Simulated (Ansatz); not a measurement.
Computed with DFT PBE, scalar-relativistic, plane waves, PAW in Ansatz 0.2.0. All cells share a 420 eV cutoff and Γ-centred k meshes spaced at most about 0.3 Å⁻¹ (2π included). No spin polarisation.

These are static total energies at zero pressure.

Question: Order these relaxed structures of HfSi3O8 by energy, lowest first, with the energy over the lowest of them.
A.

```
CELL_PARAMETERS angstrom
3.04305 -3.17269 0.00000
3.04305 3.17269 0.00000
0.00000 0.00000 5.73230
ATOMIC_POSITIONS crystal
Hf 0.50000 0.50000 0.50000
Si 0.00000 0.00000 0.76272
Si 0.00000 0.00000 0.23728
Si 0.50000 0.50000 0.00000
O 0.70432 0.70432 0.77938
O 0.70432 0.70432 0.22062
O 0.80633 0.19367 0.00000
O 0.82571 0.17429 0.50000
O 0.29568 0.29568 0.77938
O 0.29568 0.29568 0.22062
O 0.19367 0.80633 0.00000
O 0.17429 0.82571 0.50000
```

B.

```
CELL_PARAMETERS angstrom
3.76530 -3.83435 0.00000
3.76530 3.83435 0.00000
-0.00611 0.00000 7.59224
ATOMIC_POSITIONS crystal
Hf 0.98008 0.01991 0.00000
Si 0.02348 0.52403 0.26873
Si 0.47597 0.97652 0.73127
Si 0.52262 0.47738 0.50000
O 0.03767 0.81303 0.20631
O 0.53688 0.23941 0.63157
O 0.03087 0.35537 0.08984
O 0.54122 0.74003 0.60632
O 0.64463 0.96913 0.91016
O 0.25997 0.45878 0.39368
O 0.18697 0.96233 0.79369
O 0.76059 0.46312 0.36844
```

C.

```
CELL_PARAMETERS angstrom
5.50146 0.00000 0.00000
0.00000 5.50146 0.00000
0.00000 0.00000 7.98639
ATOMIC_POSITIONS crystal
Hf 0.00000 0.00000 0.50000
Si 0.50000 0.00000 0.77929
Si 0.00000 0.50000 0.22071
Si 0.50000 0.50000 0.00000
O 0.73377 0.00000 0.65662
O 0.24906 0.50000 0.10909
O 0.26623 0.00000 0.65662
O 0.75094 0.50000 0.10909
O 0.00000 0.26623 0.34338
O 0.50000 0.75094 0.89092
O 0.00000 0.73377 0.34338
O 0.50000 0.24906 0.89092
```

Answer: B (0 meV/atom), C (13 meV/atom), A (237 meV/atom). Forms: B C2; C P-4m2; A Cmmm. Counting O atoms around Hf and Si (those within 1.25 times the shortest such distance or 1.15 times the sum of covalent radii; a plus sign parts nearer from farther groups; a slash parts the counts of unlike sites): B has Hf 4, Si 4; C has Hf 4, Si 4; A has Hf 6, Si 4+2/6. Origin: A and C, invented; B, invented, then shaken at random and relaxed again. Shaken at random and relaxed again, C falls into B, 13 meV/atom lower, so it is a saddle point or a shallow minimum.

Spin–orbit coupling, which can matter for Hf, is left out. Cells without such a test can be saddle points. Some types were kept out of the candidates beforehand, so the set may lack a known form.
